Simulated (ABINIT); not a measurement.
SrVO3:

```
Sr V O
1.0
     3.84090    0.00000    0.00000
     0.00000    3.84090    0.00000
     0.00000    0.00000    3.84090
Sr V O
1 1 3
Direct
  0.50000 0.50000 0.50000
  0.00000 0.00000 0.00000
  0.00000 0.00000 0.50000
  0.00000 0.50000 0.00000
  0.50000 0.00000 0.00000
```

Base run:

```yaml
Program: ABINIT 10.8.3 (patched build)
Functional: LDA
Potentials_or_basis: PseudoDojo NC SR LDA v0.4.1 standard
Cutoff: 952 eV
k_mesh: 8 × 8 × 8, shifted
Occupations: fermi-dirac, width 0.05 eV
Spin: collinear spin, ferromagnetic start
Starting_moments: "[0.0, 2.0, 0.0, 0.0, 0.0] μB"
```

Its results: net moment 0.00 μB per cell.

Question: The run is repeated on the same cell with these changes: k mesh from 8 × 8 × 8, shifted to 5 × 5 × 5. What comes out?

Answer: Net moment 0.75 μB per cell; site moments Sr +0.00; V +0.63; O +0.01 μB.
